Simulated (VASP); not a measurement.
The system is TiSe2.

```
Ti Se
1.0
     3.53600    0.00000    0.00000
    -1.76800    3.06227    0.00000
     0.00000    0.00000    6.00400
Ti Se
1 2
Direct
  0.00000 0.00000 0.00000
  0.33333 0.66667 0.25520
  0.66667 0.33333 0.74480
```

* Program: VASP 6.6.1
* Task: relaxation of cell and atoms
* Functional: PBE
* Dispersion: D3(BJ)
* Potentials or basis: VASP PAW PBE potentials, release 64 (Ti_sv, Se)
* Cutoff: 520 eV
* k mesh: 6 × 6 × 4
* Occupations: gaussian, width 0.02 eV
* Spin: no spin polarisation

At the start: pressure -1.6 GPa; volume 21.67 Å³/atom.

Q: Where does the relaxation end?

A: Over 15 steps the energy falls by 8.1 meV/atom and the volume is 20.59 Å³/atom (-5.0 %); space group P-3m1 (No. 164, to 0.05 Å).

The path:
| step | energy change (eV) | largest force (eV/Å) | pressure (GPa) | volume (Å³) |
| --- | --- | --- | --- | --- |
| 1 | 0.0000 | 0.1324 | -1.62 | 65.01 |
| 2 | -0.0131 | 0.3182 | 0.75 | 62.96 |
| 3 | -0.0133 | 0.3001 | 0.52 | 63.16 |
| 4 | -0.0192 | 0.0676 | -0.11 | 62.96 |
| 5 | -0.0192 | 0.0614 | -0.12 | 62.95 |
| 6 | -0.0207 | 0.0503 | -0.15 | 62.78 |
| 7 | -0.0237 | 0.0152 | -0.20 | 62.28 |
| 8 | -0.0209 | 0.0677 | -0.19 | 61.26 |
| 9 | -0.0242 | 0.0016 | -0.20 | 62.02 |
| 10 | -0.0243 | 0.0020 | -0.20 | 61.98 |
| 11 | -0.0240 | 0.0526 | 0.44 | 61.46 |
| 12 | -0.0244 | 0.0174 | 0.04 | 61.79 |
| 13 | -0.0244 | 0.0163 | 0.02 | 61.80 |
| 14 | -0.0244 | 0.0078 | -0.03 | 61.77 |
| 15 | -0.0244 | 0.0002 | -0.01 | 61.78 |

Final structure:
```
Ti Se
1.0
     3.47801    0.00000    0.00000
    -1.73900    3.01204    0.00000
     0.00000    0.00000    5.89722
Ti Se
1 2
Cartesian
  0.0000 0.0000 0.0000
  0.0000 2.0080 1.5580
  1.7390 1.0040 4.3393
```
